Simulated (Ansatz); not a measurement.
# TiB2 (P6/mmm) in Ansatz: convergence with wavefunction cutoff

Aim: find how far wavefunction cutoff must go before the results for TiB2 settle, at PBE. This setting moves, with any that are tied to it; all else stays.

Everything below comes from runs of Ansatz 0.2.0. Logs are shortened: lines on timing, memory, paths and dates and some standing lists are left out, and cuts for length are marked.

## (1) The crystal as given

It takes space group P6/mmm (No. 191, hexagonal). The conventional cell has a = 3.029 Å, b = 3.029 Å, c = 3.228 Å, α = 90.00°, β = 90.00°, γ = 120.00°. Around Ti (site symmetry 6/mmm) lie 12 B at 2.38 Å. Around B (site symmetry -6m2) lie 3 B at 1.75 Å.

## (2) With wavefunction cutoff 400 eV

input.yaml reads:

```yaml
crystal:
  lattice:
    - [3.0292, 0.0, 0.0]
    - [-1.5146, 2.6233641531, 0.0]
    - [0.0, 0.0, 3.2284]
  atoms:
    - { symbol: Ti, position: [0.0, 0.0, 0.0] }
    - { symbol: B, position: [0.6666666667, 0.3333333333, 0.5] }
    - { symbol: B, position: [0.3333333333, 0.6666666667, 0.5] }
hamiltonian:
  xc: pbe
  pseudopotentials: { kind: nc }
kpoints:
  mp_grid: { grid: [8, 8, 7] }
scf:
  occupations: { method: fermi_dirac, width: 0.1 }
output:
  forces: true
  stress: true
  eigenvalues: true
basis:
  ecutwfc: "400 eV"
```

Potentials or basis: Ansatz NC.

Launch:

```
$ ansatz run input.yaml --threads 2 --pin off --max-ram 5632MiB --backend cpu --events-out ev --progress --plain --runs-dir out
```

Run time: 1.1 s. Hardware: 2 threads of Intel Xeon at 2.50GHz (Skylake/Cascade Lake), shared host; peak memory 0.23 GiB.

Results:

```yaml
Free_energy: -1770.5945 eV
Pressure: 3.7 GPa
Band_gap_on_the_k_mesh: none (metal or under the smearing width)
```

## (3) With wavefunction cutoff 500 eV

input.yaml: that of step 2 with these lines changed.

```diff
@@ -21,2 +21,2 @@
 basis:
-  ecutwfc: "400 eV"
+  ecutwfc: "500 eV"
```

Potentials or basis: Ansatz NC.

Launch:

```
$ ansatz run input.yaml --threads 2 --pin off --max-ram 5632MiB --backend cpu --events-out ev --progress --plain --runs-dir out
```

Wall time 1.2 s (2 threads of Intel Xeon at 2.50GHz (Skylake/Cascade Lake), shared host); peak memory 0.24 GiB.

Results:

```
Free energy            : -1777.4548 eV
Pressure               : -5.2 GPa
Band gap on the k mesh : none (metal or under the smearing width)
```

## (4) With wavefunction cutoff 600 eV

input.yaml: that of step 3 with these lines changed.

```diff
@@ -21,2 +21,2 @@
 basis:
-  ecutwfc: "500 eV"
+  ecutwfc: "600 eV"
```

Launch:

```
$ ansatz run input.yaml --threads 2 --pin off --max-ram 5632MiB --backend cpu --events-out ev --progress --plain --runs-dir out
```

Wall time 1.3 s (2 threads of Intel Xeon at 2.50GHz (Skylake/Cascade Lake), shared host); peak memory 0.25 GiB.

Results:

```yaml
Free_energy: -1780.7167 eV
Pressure: 4.0 GPa
Band_gap_on_the_k_mesh: none (metal or under the smearing width)
```

## (5) With wavefunction cutoff 700 eV

input.yaml: that of step 4 with these lines changed.

```diff
@@ -21,2 +21,2 @@
 basis:
-  ecutwfc: "600 eV"
+  ecutwfc: "700 eV"
```

Launch:

```
$ ansatz run input.yaml --threads 2 --pin off --max-ram 5632MiB --backend cpu --events-out ev --progress --plain --runs-dir out
```

Run time: 1.6 s. Hardware: 2 threads of Intel Xeon at 2.50GHz (Skylake/Cascade Lake), shared host; peak memory 0.27 GiB.

Results:

```yaml
Free_energy: -1782.6262 eV
Pressure: 2.4 GPa
Band_gap_on_the_k_mesh: none (metal or under the smearing width)
```

## (6) With wavefunction cutoff 850 eV

input.yaml: that of step 5 with these lines changed.

```diff
@@ -21,2 +21,2 @@
 basis:
-  ecutwfc: "700 eV"
+  ecutwfc: "850 eV"
```

Potentials or basis: Ansatz NC.

Launch:

```
$ ansatz run input.yaml --threads 2 --pin off --max-ram 5632MiB --backend cpu --events-out ev --progress --plain --runs-dir out
```

Run time: 2.2 s. Hardware: 2 threads of Intel Xeon at 2.50GHz (Skylake/Cascade Lake), shared host; peak memory 0.29 GiB.

The run converged. Its results:

| Quantity | Value |
| --- | --- |
| Free energy | -1783.4754 eV |
| Pressure | 0.1 GPa |
| Band gap on the k mesh | none (metal or under the smearing width) |

## (7) With wavefunction cutoff 1000 eV

input.yaml: that of step 6 with these lines changed.

```diff
@@ -21,2 +21,2 @@
 basis:
-  ecutwfc: "850 eV"
+  ecutwfc: "1000 eV"
```

Launch:

```
$ ansatz run input.yaml --threads 2 --pin off --max-ram 5632MiB --backend cpu --events-out ev --progress --plain --runs-dir out
```

Run time: 2.5 s. Hardware: 2 threads of Intel Xeon at 2.50GHz (Skylake/Cascade Lake), shared host; peak memory 0.31 GiB.

The run converged. Its results:

```
Free energy            : -1783.6059 eV
Pressure               : 0.2 GPa
Band gap on the k mesh : none (metal or under the smearing width)
```

## (8) With wavefunction cutoff 1200 eV

input.yaml: that of step 7 with these lines changed.

```diff
@@ -21,2 +21,2 @@
 basis:
-  ecutwfc: "1000 eV"
+  ecutwfc: "1200 eV"
```

Launch:

```
$ ansatz run input.yaml --threads 2 --pin off --max-ram 5632MiB --backend cpu --events-out ev --progress --plain --runs-dir out
```

It took 3.1 s on 2 threads of Intel Xeon at 2.50GHz (Skylake/Cascade Lake), shared host; peak memory 0.33 GiB.

Results (log left out):

```
Free energy            : -1783.6144 eV
Pressure               : 0.2 GPa
Band gap on the k mesh : none (metal or under the smearing width)
```

## (9) With wavefunction cutoff 1400 eV

input.yaml: that of step 8 with these lines changed.

```diff
@@ -21,2 +21,2 @@
 basis:
-  ecutwfc: "1200 eV"
+  ecutwfc: "1400 eV"
```

Potentials or basis: Ansatz NC.

Launch:

```
$ ansatz run input.yaml --threads 2 --pin off --max-ram 5632MiB --backend cpu --events-out ev --progress --plain --runs-dir out
```

Wall time 3.7 s (2 threads of Intel Xeon at 2.50GHz (Skylake/Cascade Lake), shared host); peak memory 0.35 GiB.

It converged, with:

```
Free energy            : -1783.6147 eV
Pressure               : 0.2 GPa
Band gap on the k mesh : none (metal or under the smearing width)
```

## (10) With wavefunction cutoff 1700 eV

input.yaml: that of step 9 with these lines changed.

```diff
@@ -21,2 +21,2 @@
 basis:
-  ecutwfc: "1400 eV"
+  ecutwfc: "1700 eV"
```

Potentials or basis: Ansatz NC.

Launch:

```
$ ansatz run input.yaml --threads 2 --pin off --max-ram 5632MiB --backend cpu --events-out ev --progress --plain --runs-dir out
```

Log:

```text
Warning: RAYON_NUM_THREADS=2 ignored (pool sized by the plan → 2); use --threads N
Engine: ansatz 0.2.0, x86_64-unknown-linux-gnu
Pseudopotentials: kind: nc
Pseudopotential: Ti, nc, valence charge 12, recommended cutoff 1155 eV (normal), Ti.nc.azcp
Pseudopotential: B, nc, valence charge 3, recommended cutoff 1116 eV (normal), B.nc.azcp
Functional definition: PBE
  parameter kappa = 0.804
  parameter beta = 0.06672455060314922
  exchange = pbe_x(kappa = kappa, mu = beta*pi^2/3)
  correlation = pbe_c(beta = beta)
Crystal: 3 atoms, lattice volume = 25.655 Å³
Basis set: ecut = 1700 eV, 4059 PW (Γ), exchange–correlation on 90×90×90 points (8 copies of the dense FFT grid, shifted against one another)
Bands: 13, of which v1, the nominal top of the filled ones, is band 9 counted from 1 (8 counted from 0)
Symmetry: 24 space group operations
Space group: P6/mmm (ITA 191), of the structure as read, at distance tolerance 2.9e-5 Å
k-points: 40 of 448
Non-local potential: Ti, projectors of the file, l = 0: 2, l = 1: 2, l = 2: 2
Non-local potential: B, projectors of the file, l = 0: 2, l = 1: 2
Initial density: superposition of atomic densities (chi_scale 0.1, normalization cell, long waves kept (reshape's long-wave potential 0.00 eV rms))
Initial wavefunctions: pseudopotential atomic-orbital guess
Functional: x = pbe(κ = 0.804, μ = 0.2195149727645171), c = pbe(β = 0.06672455060314922)
SCF iter   1: F=—  HF=-1784.797807 eV  |F-HF|=—  |Δ(HF+E_count)|=         —  Δρ=1.05e-1  dr2=4.61e0  ethr=3.10e-3  ⟨swp⟩=6.7  Hψ=3426  notcnv=0
preconditioner: auto → none  [metal: Δε(μ)=0.206 eV  Ē_g=9.430 eV  σ=0.100 eV  W_gap=0.47  n_scr=8 (ndim 8)  ℏωp=23.2 eV  f_vac=0.000  D(μ)=0.33/eV (n_scr^D=0)  sad-step TF]
SCF iter   2: F=—  HF=-1783.719816 eV  |F-HF|=—  |Δ(HF+E_count)|=    1.08e0  Δρ=3.28e-2  dr2=4.04e-1  ethr=3.10e-3  ⟨swp⟩=4.7  Hψ=1616  notcnv=0
SCF iter   3: F=—  HF=-1783.614881 eV  |F-HF|=—  |Δ(HF+E_count)|=   1.05e-1  Δρ=7.89e-3  dr2=5.50e-3  ethr=2.25e-3  ⟨swp⟩=2.2  Hψ=936  notcnv=0
SCF iter   4: F=—  HF=-1783.615103 eV  |F-HF|=—  |Δ(HF+E_count)|=   2.22e-4  Δρ=1.97e-3  dr2=5.23e-4  ethr=3.06e-5  ⟨swp⟩=3.3  Hψ=1230  notcnv=0
SCF iter   5: F=—  HF=-1783.615139 eV  |F-HF|=—  |Δ(HF+E_count)|=   3.59e-5  Δρ=3.95e-4  dr2=2.91e-5  ethr=2.91e-6  ⟨swp⟩=2.6  Hψ=789  notcnv=0
SCF iter   6: F=—  HF=-1783.615165 eV  |F-HF|=—  |Δ(HF+E_count)|=   2.63e-5  Δρ=2.97e-5  dr2=7.07e-8  ethr=5.56e-10  ⟨swp⟩=10.5  Hψ=3803  notcnv=0
SCF iter   7: F=-1783.615165 eV  HF=-1783.615165 eV  |F-HF|=3.23e-10  |Δ(HF+E_count)|=   5.26e-8  Δρ=4.38e-6  dr2=2.63e-9  ethr=3.93e-10  ⟨swp⟩=4.0  Hψ=2305  notcnv=0
SCF 1 converged in 7 iterations: F = -1783.615165 eV  dr2 = 2.63e-9
SCF converged after 7 iterations
Free energy (F): -1783.615165 eV
Harris-Foulkes:  -1783.615165 eV  (|F-HF|=3.23e-10)
Internal energy: -1783.606366 eV  (E = F + TS)
E sigma→0 (E₀):  -1783.610766 eV
Entropy (-TS):   -0.008799 eV (-2.933 meV/atom)
Fermi energy:    15.197804 eV
--- Per-component energies (eV) ---
  E_band       = -93.989883
  E_kinetic    = 762.631535
  E_local      = -1189.123957  (includes V_loc(G=0)·N_el)
  E_nonlocal   = 17.110748
  E_hartree    = 332.396264
  E_xc         = -310.438035
  E_vxc        = -349.399771  (∫ρ·V_xc dr)
  E_ewald      = -1396.182920
  E_smearing   = -0.008799  (= −TS)
  E_closure    = -0.000000  (closes the sum)
  Σ components = -1783.615165   (vs F -1783.615165, Δ=0.00e0)
--- Forces (eV/Å), atoms counted from 1 ---
  atom   1  Ti    -0.00000000     0.00000000     0.00000000
  atom   2  B     -0.00000000     0.00000000     0.00000000
  atom   3  B      0.00000000    -0.00000000     0.00000000
  max |Σ_I F_I| component: 7.40e-17 eV/Å
--- Stress (GPa, compression-positive) ---
        0.750805       0.000000      -0.000000
        0.000000       0.750805      -0.000000
       -0.000000      -0.000000      -0.874871
  P = ⅓ Tr σ = 0.2089 GPa (2.089 kbar)
--- Band table (eV; the first three rows and the last of 40) ---
  k-point 0: bands = ["-41.7747", "-18.1375", "-17.8243", "-17.8243", "1.6470", "12.5557", "12.5557", "12.8280", "13.0454", "17.0653", "17.0653", "18.8221", "18.8221"]
  k-point 1: bands = ["-41.7720", "-18.1757", "-17.8212", "-17.8212", "1.9140", "11.0602", "12.7697", "12.7697", "14.5457", "16.4731", "16.4731", "18.3646", "18.3646"]
  k-point 2: bands = ["-41.7658", "-18.2605", "-17.8144", "-17.8144", "2.6261", "9.1761", "13.3914", "13.3914", "15.5821", "15.5821", "15.8422", "17.2374", "17.2374"]
  k-point 39: bands = ["-41.7012", "-18.2245", "-18.1271", "-18.0208", "6.0899", "7.0941", "9.4861", "11.9740", "11.9955", "17.6544", "18.8084", "19.1498", "19.7498"]
```

It took 5 s on 2 threads of Intel Xeon at 2.50GHz (Skylake/Cascade Lake), shared host; peak memory 0.4 GiB.

Results:

```yaml
Free_energy: -1783.6152 eV
Pressure: 0.2 GPa
Band_gap_on_the_k_mesh: none (metal or under the smearing width)
```

## (11) The series at a glance

```tsv
wavefunction cutoff	energy less the tightest run, at zero smearing (meV/atom)	pressure (GPa)	SCF cycles	CPU time (s)	peak memory (GiB)
400 eV	4340.00	3.73	8	1.8	0.23
500 eV	2053.12	-5.24	8	2.1	0.24
600 eV	966.10	4.02	7	2.3	0.25
700 eV	329.60	2.37	7	2.8	0.27
850 eV	46.60	0.11	7	3.9	0.29
1000 eV	3.08	0.21	7	4.5	0.31
1200 eV	0.25	0.21	7	5.8	0.33
1400 eV	0.16	0.21	7	7	0.35
1700 eV	0.00	0.21	7	9.3	0.4
```

Against the tightest run, the energy stays within 1 meV/atom from 1200 eV on; the pressure stays within 0.1 GPa from 850 eV on. The tightest run that finished is the yardstick and may itself not be fully converged.
